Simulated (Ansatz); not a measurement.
PtSe2 (Sudovikovite):

```
Pt Se
1.0
     3.72400    0.00000    0.00000
    -1.86200    3.22508    0.00000
     0.00000    0.00000    5.06200
Pt Se
1 2
Direct
  0.00000 0.00000 0.00000
  0.66667 0.33333 0.75000
  0.33333 0.66667 0.25000
```

Base run:

```yaml
Program: Ansatz 0.2.0
Functional: PBE
Potentials_or_basis: Ansatz PAW
Cutoff: 420 eV
Density_cutoff: 1680 eV
k_mesh: 6 × 6 × 4
Occupations: fermi-dirac, width 0.05 eV
Spin: spin-orbit coupling, no magnetisation
```

Its results: band gap on the k mesh none (metal or under the smearing width); pressure 7.4 GPa; largest force 0.586 eV/Å.

Question: The run is repeated on the same cell with these changes: functional from PBE to LDA. What comes out?

Answer: Band gap on the k mesh none (metal or under the smearing width); pressure -0.4 GPa; largest force 0.199 eV/Å.

LDA binds more tightly than PBE, so the same cell stands under less pressure.

Caveats: the PAW data sets come from PBE, with cores solved anew for the run's functional, which leaves a small shift of forces and pressure (some runs).

Not every run made on this cell is shown here.
